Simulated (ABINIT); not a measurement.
# AlCo (Pm-3m) in ABINIT: convergence with pawecutdg

Aim: find how far pawecutdg must go before the results for AlCo settle, at RPBE. This setting moves, with any that are tied to it; all else stays.

Program: ABINIT 10.8.3 (patched build). These are calculated values, not measurements. Logs are shortened: lines on timing, memory, paths and dates and some standing lists are left out, and cuts for length are marked. The log counts tension as positive stress, the text compression.

### Step 1. The structure

Symmetry: Pm-3m, No. 221, cubic system. The conventional cell has a = 2.819 Å, b = 2.819 Å, c = 2.819 Å, α = 90.00°, β = 90.00°, γ = 90.00°. Co (site symmetry m-3m) has 8 Al at 2.44 Å as nearest neighbours. Al (site symmetry m-3m) is surrounded by 8 Co at 2.44 Å.

The cell is a database's computed one.

### Step 2. With pawecutdg 26 Ha

run.abi

```
# Pseudopotentials
pp_dirpath "./"
pseudos "Co.GGA_PBE-JTH.xml, Al.GGA_PBE-JTH.xml"

# Structure
acell 3*1.0
rprim
     5.3278999018     0.0000000000     0.0000000000
     0.0000000000     5.3278999018     0.0000000000
     0.0000000000     0.0000000000     5.3278999018
ntypat 2
znucl 27 13
natom 2
typat 1 2
xred
     0.5000000000     0.5000000000     0.5000000000
     0.0000000000     0.0000000000     0.0000000000

# Plane-wave basis
ecut 26.0
pawecutdg 26.0
pawxcdev 0

# k points
kptopt 1
ngkpt 9 9 9
nshiftk 1
shiftk 0.0 0.0 0.0

# Exchange and correlation
ixc 15

# Bands and occupations
nband 15
occopt 4
tsmear 0.05 eV

# Spin
nsppol 2
spinat
     0.0000000000     0.0000000000     2.0000000000
     0.0000000000     0.0000000000     0.0000000000

# SCF cycle
nstep 100
tolvrs 1.0e-9

# Output
iomode 3
prtwf 0
prtden 0
prteig 0
prtebands 0
```

Potentials or basis: JTH PAW PBE v2.0.

Run with:

```bash
$ abinit run.abi > log 2>&1
```

run.abo:

```text
.Version 10.8.3 of ABINIT
 Symmetries : space group Pm -3 m (#221); Bravais cP (primitive cubic)
================================================================================
 Values of the parameters that define the memory need of the present run
     intxc =       0    ionmov =       0      iscf =      17    lmnmax =      18
     lnmax =       6     mgfft =      27  mpssoang =       3    mqgrid =    3001
     natom =       2  nloc_mem =       2    nspden =       2   nspinor =       1
    nsppol =       2      nsym =      48    n1xccc =       1    ntypat =       2
    occopt =       4   xclevel =       2
       mpw =         968          nfft =       19683          nkpt =          35
 PAW method is used; the additional fine FFT grid is defined by:
   mgfftf=        27    nfftf =     19683
================================================================================
================================================================================

--------------------------------------------------------------------------------
------------- Echo of variables that govern the present computation ------------
--------------------------------------------------------------------------------
 -outvars: echo values of preprocessed input variables --------
            acell      1.0000000000E+00  1.0000000000E+00  1.0000000000E+00 Bohr
              amu      5.89332000E+01  2.69815390E+01
             ecut      2.60000000E+01 Hartree
              ixc          15
         kptrlatt        9    0    0      0    9    0      0    0    9
          kptrlen      4.79510991E+01
            natom           2
            nband          15
            ngfft          27      27      27
          ngfftdg          27      27      27
             nkpt          35
           nspden           2
           nsppol           2
            nstep         100
             nsym          48
           ntypat           2
           occopt           4
        pawecutdg      2.60000000E+01 Hartree
         pawxcdev           0
           prtden           0
        prtebands           0
           prteig           0
            prtwf           0
[... 207 lines left out ...]
PAW spherical_terms :  2.63204591410444E+01
internal            : -1.48461500466044E+02
'-kT*entropy'       : -3.39635021663075E-06
total_energy        : -1.48461503862394E+02
total_energy_eV     : -4.03984332425881E+03
...

--- !EnergyTermsDC
iteration_state     : {dtset: 1, }
comment             : '"Double-counting" decomposition of free energy'
band_energy         : -1.11572858898128E+01
Ewald energy        : -8.70241685203964E+01
psp_core            :  1.51657755852787E+00
xc_dc               : -4.72101430167147E+01
PAW spherical_terms : -4.58647609553960E+00
internal            : -1.48461495963936E+02
'-kT*entropy'       : -3.39635021663075E-06
total_energy_dc     : -1.48461499360286E+02
total_energy_dc_eV  : -4.03984320175020E+03
...

--- !EnergyTermsWithPAWCore
iteration_state     : {dtset: 1, }
comment             : 'Components of total free energy, including PAW core contributions'
Total energy        : -1.63660120858454E+03
Total energy DC     : -1.63660120408243E+03
Total energy (eV)   : -4.45341876174332E+04
Total energy DC (eV): -4.45341874949246E+04
...

 Cartesian components of stress tensor (hartree/bohr^3)
  sigma(1 1)= -3.62412595E-04  sigma(3 2)=  0.00000000E+00
  sigma(2 2)= -3.62412595E-04  sigma(3 1)=  0.00000000E+00
  sigma(3 3)= -3.62412595E-04  sigma(2 1)=  0.00000000E+00

-Cartesian components of stress tensor (GPa)         [Pressure=  1.0663E+01 GPa]
- sigma(1 1)= -1.06625467E+01  sigma(3 2)=  0.00000000E+00
- sigma(2 2)= -1.06625467E+01  sigma(3 1)=  0.00000000E+00
- sigma(3 3)= -1.06625467E+01  sigma(2 1)=  0.00000000E+00

== END DATASET(S) ==============================================================
================================================================================

 -outvars: echo values of variables after computation  --------
            acell      1.0000000000E+00  1.0000000000E+00  1.0000000000E+00 Bohr
           etotal     -1.4846149936E+02
            fcart     -0.0000000000E+00 -0.0000000000E+00 -0.0000000000E+00
                      -0.0000000000E+00 -0.0000000000E+00 -0.0000000000E+00
            rprim      5.3278999018E+00  0.0000000000E+00  0.0000000000E+00
                       0.0000000000E+00  5.3278999018E+00  0.0000000000E+00
                       0.0000000000E+00  0.0000000000E+00  5.3278999018E+00
           strten     -3.6241259531E-04 -3.6241259531E-04 -3.6241259531E-04
                       0.0000000000E+00  0.0000000000E+00  0.0000000000E+00
           xangst      1.4097016040E+00  1.4097016040E+00  1.4097016040E+00
                       0.0000000000E+00  0.0000000000E+00  0.0000000000E+00
             xred      5.0000000000E-01  5.0000000000E-01  5.0000000000E-01
                       0.0000000000E+00  0.0000000000E+00  0.0000000000E+00
 Calculation completed.
```

Wall time 53 s (1 thread of Arm Neoverse V1, shared host); peak memory 0.13 GiB.

What came out:

```
Free energy                                           : -4039.8432 eV
Pressure                                              : 10.7 GPa
Band gap on the k mesh                                : none (metal or under the smearing width)
Net moment                                            : 0.00 μB per cell
Valence electrons inside the program's atomic spheres : Co 15.67; Al 0.86
```

### Step 3. With pawecutdg 31.2

run.abi, as its differences from that of step 2:

```diff
@@ -20,3 +20,3 @@
 ecut 26.0
-pawecutdg 26.0
+pawecutdg 31.2
 pawxcdev 0
```

Potentials or basis: JTH PAW PBE v2.0.

Run with:

```bash
$ abinit run.abi > log 2>&1
```

Wall time 55 s (1 thread of Arm Neoverse V1, shared host); peak memory 0.13 GiB.

It converged, with:

| Quantity | Value |
| --- | --- |
| Free energy | -4039.8410 eV |
| Pressure | 10.5 GPa |
| Band gap on the k mesh | none (metal or under the smearing width) |
| Net moment | 0.00 μB per cell |
| Valence electrons inside the program's atomic spheres | Co 15.72; Al 0.85 |

### Step 4. With pawecutdg 39

run.abi, as its differences from that of step 3:

```diff
@@ -20,3 +20,3 @@
 ecut 26.0
-pawecutdg 31.2
+pawecutdg 39.0
 pawxcdev 0
```

Run with:

```bash
$ abinit run.abi > log 2>&1
```

Wall time 57 s (1 thread of Arm Neoverse V1, shared host); peak memory 0.13 GiB.

It converged, with:

* Free energy: -4039.8406 eV
* Pressure: 10.5 GPa
* Band gap on the k mesh: none (metal or under the smearing width)
* Net moment: 0.00 μB per cell
* Valence electrons inside the program's atomic spheres: Co 15.72; Al 0.85

### Step 5. With pawecutdg 46.8

run.abi, as its differences from that of step 4:

```diff
@@ -20,3 +20,3 @@
 ecut 26.0
-pawecutdg 39.0
+pawecutdg 46.8
 pawxcdev 0
```

Run with:

```bash
$ abinit run.abi > log 2>&1
```

Wall time 59 s (1 thread of Arm Neoverse V1, shared host); peak memory 0.14 GiB.

Results (log left out):

- Free energy: -4039.8406 eV
- Pressure: 10.5 GPa
- Band gap on the k mesh: none (metal or under the smearing width)
- Net moment: 0.00 μB per cell
- Valence electrons inside the program's atomic spheres: Co 15.71; Al 0.85

### Step 6. With pawecutdg 57.2

run.abi, as its differences from that of step 5:

```diff
@@ -20,3 +20,3 @@
 ecut 26.0
-pawecutdg 46.8
+pawecutdg 57.2
 pawxcdev 0
```

Potentials or basis: JTH PAW PBE v2.0.

Run with:

```bash
$ abinit run.abi > log 2>&1
```

Run time: 60 s. Hardware: 1 thread of Arm Neoverse V1, shared host; peak memory 0.14 GiB.

It converged, with:

```yaml
Free_energy: -4039.8402 eV
Pressure: 10.4 GPa
Band_gap_on_the_k_mesh: none (metal or under the smearing width)
Net_moment: 0.00 μB per cell
Valence_electrons_inside_the_program's_atomic_spheres: Co 15.71; Al 0.85
```

### Step 7. With pawecutdg 70.2

run.abi, as its differences from that of step 6:

```diff
@@ -20,3 +20,3 @@
 ecut 26.0
-pawecutdg 57.2
+pawecutdg 70.2
 pawxcdev 0
```

Run with:

```bash
$ abinit run.abi > log 2>&1
```

Run time: 60 s. Hardware: 1 thread of Arm Neoverse V1, shared host; peak memory 0.15 GiB.

Results (log left out):

- Free energy: -4039.8407 eV
- Pressure: 10.4 GPa
- Band gap on the k mesh: none (metal or under the smearing width)
- Net moment: 0.00 μB per cell
- Valence electrons inside the program's atomic spheres: Co 15.71; Al 0.85

### Step 8. With pawecutdg 85.8

run.abi, as its differences from that of step 7:

```diff
@@ -20,3 +20,3 @@
 ecut 26.0
-pawecutdg 70.2
+pawecutdg 85.8
 pawxcdev 0
```

Run with:

```bash
$ abinit run.abi > log 2>&1
```

Run time: 60 s. Hardware: 1 thread of Arm Neoverse V1, shared host; peak memory 0.15 GiB.

It converged, with:

| Quantity | Value |
| --- | --- |
| Free energy | -4039.8410 eV |
| Pressure | 10.5 GPa |
| Band gap on the k mesh | none (metal or under the smearing width) |
| Net moment | 0.00 μB per cell |
| Valence electrons inside the program's atomic spheres | Co 15.70; Al 0.86 |

### Step 9. Summary

```tsv
pawecutdg	energy less the tightest run (meV/atom)	pressure (GPa)	SCF cycles	CPU time (s)	peak memory (GiB)
26 Ha	-1.10	10.66	20	53	0.13
31.2	0.01	10.46	21	55	0.13
39	0.21	10.50	21	57	0.13
46.8	0.21	10.49	22	59	0.14
57.2	0.39	10.41	22	60	0.14
70.2	0.14	10.43	22	60	0.15
85.8	0.00	10.45	22	60	0.15
```

Against the tightest run, the energy stays within 1 meV/atom from 31.2 on; the pressure stays within 0.1 GPa from 31.2 on. The tightest run that finished is the yardstick and may itself not be fully converged.

Caveats: the starting moments collapsed, and a magnetic state may lie lower; the PAW data sets were made with another functional, which shifts forces and pressure a little.
